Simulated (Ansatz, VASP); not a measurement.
# Two plane-wave programs on B

```
CELL_PARAMETERS angstrom
1.70243 0.00000 0.00000
-0.85122 1.47435 0.00000
0.00000 0.00000 3.63542
ATOMIC_POSITIONS crystal
B 0.00000 0.00000 0.00000
```

This isn't the form of B at room conditions, which is rhombohedral.

Alike in both runs: task single point; functional PBE; dispersion D3(BJ); k mesh 12 × 12 × 6; occupations gaussian, width 0.1 eV; no spin polarisation.

|  | VASP | Ansatz |
| --- | --- | --- |
| version | VASP 6.6.1 | Ansatz 0.2.0 |
| potentials or method | VASP PAW PBE potentials, release 64 (B) | scalar-relativistic, plane waves, PAW |
| plane-wave cutoff (eV) | 520 | 420 |
| valence electrons in the cell | 3 | 3 |

|  | VASP | Ansatz | Ansatz less VASP |
| --- | --- | --- | --- |
| gap on the k mesh at the Fermi level (eV) | none | none | - |
| pressure (GPa) | 2.0 | 2.1 | +0.06 |
| largest component of the traceless stress (GPa) | 2.51 | 2.48 | -0.033 |

A gap of «none» marks a metal or a gap that the smearing closes. With one functional, cell and mesh, what is left measures potentials, basis and numerics.

Caveats: pairwise dispersion overbinds metals, which lowers pressure and volume.
